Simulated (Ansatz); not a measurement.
AlNi: energy along a strain

AlNi, P4/mmm, a = 2.889 Å, c = 2.901 Å. The structure is a Materials Project entry; whether it is the stable form wasn't checked. Ansatz: PBE, PAW, 420 eV, Γ-centred 20×20×20 mesh on 2 atoms, Gaussian smearing 0.15 eV; no spin polarisation. Cell vectors (Å): 2.043 -2.043 0.000; 2.043 2.043 0.000; 0.000 0.000 2.901. The cell is strained by x per cent times the pattern (0 1 0 0 0 0) in the order xx yy zz yz xz xy (engineering shears), with fractional coordinates held. y is the free energy over the start, V0 = 12.107 Å³/atom. Points with a strain past 8.5 % were computed too (5) and aren't used here.

```
x (%) y (meV/atom)
-7.50         72.72
-3.75         16.93
 0.00          0.00
 3.75             ?
 7.50         50.49
```

Task: Fit y = c2 x² + c3 x³ to the other rows, get the stiffness along the pattern, and predict the missing energy.

Result: Least squares on the rows shown. y = 1.0955 x² − 0.026367 x³. The clamped-ion stiffness p·C·p = 2 × 10.95 eV × 160.2 / 12.107 Å³ = 290 GPa, which is C22 in these axes. At x = 3.75 the fit asked for gives 14.02 meV/atom. The run gave 13.63 meV/atom, so the fit is 0.39 meV/atom too high, 0.54 % of the span of the series, against an rms of 0.08 meV/atom on the fitted rows. With a term in x⁴ added, a fit to the same known rows (none to spare) predicts 14.15 meV/atom, further off still.

Cost: 10 runs of about 2.8 core-minutes in all, on AMD EPYC 7R43 (Zen 3) (shared hosts).

Compressing the cell costs more than stretching it by the same amount, 72.72 against 50.49 meV/atom at the largest strains, the usual anharmonicity of a metal in which short-range repulsion rises faster than cohesion weakens. The strained axis is the face diagonal of a nearly cubic CsCl-type cell, so the 290 GPa mixes the cubic C11, C12 and C44. It is neither the cube-axis constant nor a Young's modulus, since the lateral dimensions are fixed. Half of the Ni–Al nearest-neighbour bonds have a component along this axis, which helps make it stiffer than the cube axis in this elastically anisotropic compound. Holding the fractional coordinates should cost nothing here, because each atom sits on an inversion centre that homogeneous strain preserves.

The missed point lies mostly in the odd part of the curve, which explains why a quartic term doesn't help. This suggests a small residual stress at the starting cell, which a fit without a linear term can't absorb, though a higher odd term would look similar.
